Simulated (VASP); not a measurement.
# Cs (I4/mmm) in VASP: single point with PBEsol

Aim: the single point of Cs with PBEsol.

Program: VASP 6.6.1. These are calculated values, not measurements. Logs are shortened: lines on timing, memory, paths and dates and some standing lists are left out, and cuts for length are marked.

## 1. The structure

The structure is tetragonal, space group I4/mmm (No. 139). Conventional cell: a = 5.500 Å, b = 5.500 Å, c = 8.194 Å, α = 90.00°, β = 90.00°, γ = 90.00°.

This isn't the form of Cs at room conditions, which is bcc.

## 2. Single point, PBEsol

INCAR

```
PREC = Accurate
ENCUT = 520
EDIFF = 1E-7
ISMEAR = 0
SIGMA = 0.1
LREAL = F
LASPH = T
NELM = 80
ALGO = Fast
ISIF = 2
LWAVE = F
LCHARG = T
GGA = PS
LELF = T
LVHAR = T
NBANDS = 10
```

KPOINTS

```
Automatic mesh
0
Gamma
  6 6 6
```

POSCAR

```
Cs
1.0
   -2.7500754600      2.7500754600      4.0972389800
    2.7500754600     -2.7500754600      4.0972389800
    2.7500754600      2.7500754600     -4.0972389800
Cs
1
Direct
    0.0000000000      0.0000000000      0.0000000000
```

Potentials or basis: VASP PAW PBE potentials, release 64 (Cs_sv).

Started as:

```bash
> cat potpaw_PBE.64/Cs_sv/POTCAR > POTCAR
> mpirun -np 1 vasp_std > vasp.out
```

OUTCAR:

```text
PREC = Accurate
   ENCUT = 520
   EDIFF = 1E-7
   ISMEAR = 0
   LREAL = F
   LASPH = T
   NELM = 80
   ISIF = 2
   GGA = PS

 ion  position               nearest neighbor table
   1  0.000  0.000  0.000-

  LATTYP: Found a body centered tetragonal cell.
 ALAT       =     5.5001509200
 C/A-ratio  =     1.4898642018

  Lattice vectors:

 A1 = (  -2.7500754600,   2.7500754600,   4.0972389800)
 A2 = (   2.7500754600,  -2.7500754600,   4.0972389800)
 A3 = (   2.7500754600,   2.7500754600,  -4.0972389800)

Analysis of symmetry for initial positions (statically):
=====================================================================
 Subroutine PRICEL returns:
 Original cell was already a primitive cell.

 Routine SETGRP: Setting up the symmetry group for a
 body centered tetragonal supercell.

 Subroutine GETGRP returns: Found 16 space group operations
 (whereof 16 operations were pure point group operations)
 out of a pool of 16 trial point group operations.

The static configuration has the point symmetry D_4h.

Analysis of symmetry for dynamics (positions and initial velocities):
=====================================================================
 Subroutine PRICEL returns:
 Original cell was already a primitive cell.

 Routine SETGRP: Setting up the symmetry group for a
 body centered tetragonal supercell.

 Subroutine GETGRP returns: Found 16 space group operations
 (whereof 16 operations were pure point group operations)
 out of a pool of 16 trial point group operations.

The dynamic configuration has the point symmetry D_4h.

 Subroutine INISYM returns: Found 16 space group operations
 (whereof 16 operations are pure point group operations),
 and found     1 'primitive' translations

----------------------------------------------------------------------------------------

                                     Primitive cell

  volume of cell :     123.9483

  direct lattice vectors                    reciprocal lattice vectors
    -2.750075460  2.750075460  4.097238980     0.000000000  0.181813193  0.122033399
     2.750075460 -2.750075460  4.097238980     0.181813193  0.000000000  0.122033399
     2.750075460  2.750075460 -4.097238980     0.181813193  0.181813193  0.000000000

  length of vectors
     5.649176695  5.649176695  5.649176695     0.218970746  0.218970746  0.257122683

  position of ions in fractional coordinates (direct lattice)
     0.000000000  0.000000000  0.000000000
[... 81 lines left out ...]
   NFREE  =      0    steps in history (QN), initial steepest desc. (CG)
   ISIF   =      2    stress and relaxation
   ISYM   =      2    0-nonsym 1-usesym 2-fastsym
   POTIM  = 0.5000    time-step for ionic-motion
   TEBEG  =    0.0;   TEEND  =   0.0 temperature during run
   PSTRESS=    0.0 pullay stress
   NELECT =       9.0000    total number of electrons
   NUPDOWN=      -1.0000    fix difference up-down
   EMIN   =  10.00;   EMAX   =-10.00  energy-range for DOS
   EFERMI =   0.00;   METHOD = LEGACY
   ISMEAR =     0;   SIGMA  =   0.10  broadening in eV -4-tet -1-fermi 0-gaus
   EFERMI_NEDOS =   21; number of points for ismear=-14 and -15
   IALGO  =     68    algorithm
   IMIX   =      4    mixing-type and parameters
     AMIX     =   0.40;   BMIX     =  1.00
     AMIX_MAG =   1.60;   BMIX_MAG =  1.00
  volume/ion in A,a.u.               =     123.95       836.44
  Fermi-wavevector in a.u.,A,eV,Ry     =   0.682981  1.290648  6.346621  0.466463
  Thomas-Fermi vector in A             =   1.762213
   LORBIT       =      0    0 simple, 1 ext, 2 COOP (PROOUT), +10 PAW based schemes
   GGA     = PS    functional components
   LHFCALC =     F    Hartree Fock is set to
   AEXX    =    0.0000 exact exchange contribution
   IVDW    =     0    specifies the selected vdW correction
   LEPSILON=     F    determine dielectric tensor
   LRPA    =     F    only Hartree local field effects (RPA)
 non-spin polarized calculation
 RMM-DIIS sequential band-by-band and
 Gauss-broadening in eV      SIGMA  =   0.10
  energy-cutoff  :      520.00
  volume of cell :      123.95
 maximum number of plane-waves:      3372
   NGX = 21   NGY = 21   NGZ = 21

 number of electron       9.0000001 magnetization

 Free energy of the ion-electron system (eV)
  ---------------------------------------------------
  ext. energy  EPLUGINS =         0.00000000
  ---------------------------------------------------
  free energy    TOTEN  =        -0.92522054 eV

  energy without entropy =       -0.91673552  energy(sigma->0) =       -0.92097803

 E-fermi :   0.1764     XC(G=0):  -5.2853

 val. band max:        0.1750401084   @ k =  -0.3333   0.3333   0.1667
 cond. band min:       0.1896947069   @ k =   0.5000  -0.0000   0.0000
 fundamental gap:      0.0146545985
 Fermi energy:         0.1764251734

 k-point     1 :       0.0000    0.0000    0.0000
  band No.  band energies     occupation
      1     -23.6913      2.00000
      2     -10.4226      2.00000
      3     -10.4213      2.00000
      4     -10.4213      2.00000
      5      -1.4069      2.00000
      6       2.5106      0.00000
      7       2.6757      0.00000
      8       2.6757      0.00000
      9       3.4646      0.00000
     10       3.7889      0.00000
[... 287 lines left out ...]
 k-point    24 :      -0.1667   -0.3333    0.1667
  band No.  band energies     occupation
      1     -23.6885      2.00000
      2     -10.4831      2.00000
      3     -10.4410      2.00000
      4     -10.4361      2.00000
      5      -0.5391      2.00000
      6       1.6670      0.00000
      7       2.1746      0.00000
      8       2.9464      0.00000
      9       3.3136      0.00000
     10       4.0914      0.00000

 [... further k-points ...]

------------------------ aborting loop because EDIFF is reached ----------------------------------------

  FORCE on cell =-STRESS in cart. coord.  units (eV):
  Direction    XX          YY          ZZ          XY          YZ          ZX
  --------------------------------------------------------------------------------------
  -------------------------------------------------------------------------------------
  Total       -0.1500945     -0.1500945     -0.1650975      0.0000000      0.0000000      0.0000000
  in kB       -1.9401474     -1.9401474     -2.1340789      0.0000000      0.0000000      0.0000000
  external PRESSURE =      -2.0047912 kB  Pullay stress =       0.0000000 kB

 VOLUME and BASIS-vectors are now :
 -----------------------------------------------------------------------------
  energy-cutoff  :      520.00
  volume of cell :      123.95
      direct lattice vectors                 reciprocal lattice vectors
    -2.750075460  2.750075460  4.097238980     0.000000000  0.181813193  0.122033399
     2.750075460 -2.750075460  4.097238980     0.181813193  0.000000000  0.122033399
     2.750075460  2.750075460 -4.097238980     0.181813193  0.181813193  0.000000000

 POSITION                                       TOTAL-FORCE (eV/Angst)
 -----------------------------------------------------------------------------------
      0.00000      0.00000      0.00000         0.000000     -0.000000      0.000000
 -----------------------------------------------------------------------------------
    total drift:                               -0.000000     -0.000000     -0.000000

  FREE ENERGIE OF THE ION-ELECTRON SYSTEM (eV)
  ---------------------------------------------------
  free  energy   TOTEN  =        -0.9252205359 eV

  energy  without entropy=       -0.9167355190  energy(sigma->0) =       -0.92097803
```

Run time: 64 s. Hardware: 1 thread of Intel Xeon Platinum 8259CL at 2.50GHz (Skylake/Cascade Lake), shared host; peak memory 0.24 GiB.

What came out:

| Property | Result |
| --- | --- |
| Free energy | -0.9252 eV |
| Pressure | -0.2 GPa |
| Band gap on the k mesh | none (metal or under the smearing width) |

Caveat: the PAW data sets were made with another functional, which shifts forces and pressure a little. The run has no spin-orbit coupling, so splittings on Cs are missing.
